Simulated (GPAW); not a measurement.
**BaTiO3 (Barioperovskite) in GPAW: the effect of volume scale**

Crystal: BaTiO3 (Barioperovskite).

```
Ba Ti O
1.0
     3.98550    0.00000    0.00000
     0.00000    2.83690    2.84515
     0.00000   -2.83690    2.84515
Ba Ti O
1 1 3
Direct
  0.00000 0.00000 0.00000
  0.50000 0.51240 0.51240
  0.50000 0.99184 0.50524
  0.50000 0.50524 0.99184
  0.00000 0.48740 0.48740
```

Alike in all runs:

- Program: GPAW 26.7.0
- Task: dielectric tensor
- Functional: PBE
- Potentials or basis: GPAW PAW data sets (gpaw-data 1.2.1)
- Cutoff: 600 eV
- Basis: pw
- k mesh: 6 × 6 × 6
- Occupations: fermi-dirac, width 0.001 eV
- Spin: no spin polarisation

```csv
volume scale,gap on the mesh (eV),dielectric constant (mean)
1,1.89,5.81
0.94,?,?
1.06,1.77,5.90
```

Question: What does the run with volume scale 0.94 give?

Answer: gap on the mesh 2.02 eV; dielectric constant 5.73 mean.

Caveats: the long-wavelength limit can be off by several per cent where d states take part; spin-orbit coupling is left out, which moves the levels of the heavy elements; an odd mesh through Γ misses points on the zone boundary, where band edges often lie.
